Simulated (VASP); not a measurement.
**From an Ansatz input to VASP: Si (lonsdaleite (2H))**

Ansatz input

```yaml
crystal:
  lattice:
    - [3.832129559, 0.0, 0.0]
    - [-1.9160647795, 3.3187215487, 0.0]
    - [0.0, 0.0, 6.3412168605]
  atoms:
    - { symbol: Si, position: [0.3333333333, 0.6666666667, 0.0005609409] }
    - { symbol: Si, position: [0.6666666667, 0.3333333333, 0.5005609409] }
    - { symbol: Si, position: [0.3333333333, 0.6666666667, 0.3744390591] }
    - { symbol: Si, position: [0.6666666667, 0.3333333333, 0.8744390591] }
kpoints:
  mp_grid: { grid: [12, 12, 4] }
  band_path:
    path:
      - [0.0, 0.0, 0.0]
      - [0.5, 0.0, 0.0]
      - [0.3333333333, 0.3333333333, 0.0]
      - [0.0, 0.0, 0.5]
      - [0.5, 0.0, 0.5]
      - [0.3333333333, 0.3333333333, 0.5]
      - [0.0, 0.5, 0.0]
    npoints: 1
hamiltonian:
  xc: pbe
scf:
  occupations: { method: fermi_dirac, width: 0.02 }
  n_extra_bands: 5
output:
  forces: true
  stress: true
  eigenvalues: true
```

Translate this input to VASP.



INCAR

```
LCHARG = .FALSE.
NELM = 120
PREC = Accurate
ISMEAR = -1
NSW = 0
NBANDS = 16
IBRION = -1
GGA = PE
LWAVE = .FALSE.
LASPH = .TRUE.
SIGMA = 0.02
ISIF = 2
LREAL = .FALSE.
ENCUT = 520
EDIFF = 1E-7
```

KPOINTS

```
KPOINTS created by Atomic Simulation Environment
0
Gamma
12 12 4
0 0 0
```

KPOINTS_OPT

```
special points
7
Reciprocal
0.0000000000 0.0000000000 0.0000000000 1
0.5000000000 0.0000000000 0.0000000000 1
0.3333333333 0.3333333333 0.0000000000 1
0.0000000000 0.0000000000 0.5000000000 1
0.5000000000 0.0000000000 0.5000000000 1
0.3333333333 0.3333333333 0.5000000000 1
0.0000000000 0.5000000000 0.0000000000 1
```

POSCAR

```
Si
 1.0000000000000000
     3.8321295589639761    0.0000000000000000    0.0000000000000000
    -1.9160647794819881    3.3187215486560602    0.0000000000000000
     0.0000000000000000    0.0000000000000000    6.3412168604500563
 Si
   4
Cartesian
  0.0000000000000001  2.2124810324373736  0.0035570476877611
  1.9160647794819881  1.1062405162186868  3.1741654779127892
  0.0000000000000001  2.2124810324373736  2.3743992749810103
  1.9160647794819881  1.1062405162186868  5.5450077052060394
```

VASP ran with the recommended PBE PAW datasets (16 valence electrons in the cell). Other inputs would serve too.

```tsv
	Ansatz	VASP
gap between bands v and c	0.43 eV	0.43 eV
least direct gap	1.04 eV	1.04 eV
pressure	1.3 GPa	1.2 GPa
```

Each program uses its own PAW datasets. VASP's cell holds 16 valence electrons and Ansatz's 16. Ansatz's stress includes a Pulay correction; VASP's doesn't.
